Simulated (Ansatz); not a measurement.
# P: pressure and energy change per atom as volume scale varies

Plane-wave DFT, scalar-relativistic PAW made under PBE with cores redone for the functional, no dispersion; the given relaxed cell is scaled uniformly, energy at zero smearing counts from the unscaled cell, pressure at the given Fermi-Dirac smearing is positive in compression. The results are calculated, by Ansatz 0.2.0.

The cell before it is scaled or strained (space group Pm-3m, No. 221):
```
P
1.0
      2.4437     0.0000     0.0000
      0.0000     2.4437     0.0000
      0.0000     0.0000     2.4437
P
1
Direct
  0.00000 0.00000 0.00000
```

Settings of every row: spin polarised no; functional PBE; wave cutoff 420 eV; smearing width 0.1 eV; k mesh 14x14x14.

Atom starting moment: 0 on all atoms.

Limits: the cell comes from a prototype or a list of computed structures and needn't be the stable phase.

```
row  volume scale  V (Å³/atom)  pressure (GPa)  energy change per atom (meV)
  1          0.88       12.842            20.6                        103.11
  2          0.92       13.426               ?                             ?
  3          0.96       14.009            5.77                         11.37
  4          1.04       15.177           -2.92                          3.74
  5          1.08        15.76            -6.4                         20.66
  6          1.12       16.344           -9.26                          49.4
```

Question: what pressure and energy change per atom should row 2 give?

Worked fit of pressure. Take u = (V_r/V)^(2/3) − 1 with V_r = 15.177 Å³ an atom, which is twice the finite (Eulerian) strain; such expansions in the strain, on which the Birch-Murnaghan equation of state is built, carry the rest volume and the bulk modulus. The shown rows have u = 0.11781, 0.05484, 0, -0.02482, -0.04819. Least squares give pressure = −3.248 + 144.037 × u + 488.07 × u² GPa; a straight line predicts inner rows, each left out in turn, worse (root mean square 1.7 against 0.59 GPa). The rows lie off it by 0.10, -0.35, 0.33, 0.12, -0.20 (root mean square 0.24 GPa). The withheld row has u = 0.08516, so the fit gives −3.248 + 144.037 × (0.08516) + 488.07 × (0.08516)² = 12.56 GPa.

The calculation gave 12.28 GPa. The fit lies 0.28 GPa (2.3 % of the value, 0.94 % of the column's range) above it; its largest miss of a shown row is 0.35 GPa.

Worked fit of energy change per atom. Take u = (V_r/V)^(2/3) − 1 with V_r = 15.177 Å³ an atom, which is twice the finite (Eulerian) strain; such expansions in the strain, on which the Birch-Murnaghan equation of state is built, carry the rest volume and the bulk modulus. The shown rows have u = 0.11781, 0.05484, 0, -0.02482, -0.04819. Least squares give energy change per atom = 3.11 − 438.584 × u + 10917.15 × u² meV; a straight line predicts inner rows, each left out in turn, worse (root mean square 36 against 0.95 meV). The rows lie off it by 0.15, -0.52, 0.63, -0.06, -0.20 (root mean square 0.38 meV). The withheld row has u = 0.08516, so the fit gives 3.11 − 438.584 × (0.08516) + 10917.15 × (0.08516)² = 44.93 meV.

The calculation gave 43.5 meV. The fit lies 1.43 meV (3.3 % of the value, 1.4 % of the column's range) above it; its largest miss of a shown row is 0.63 meV.
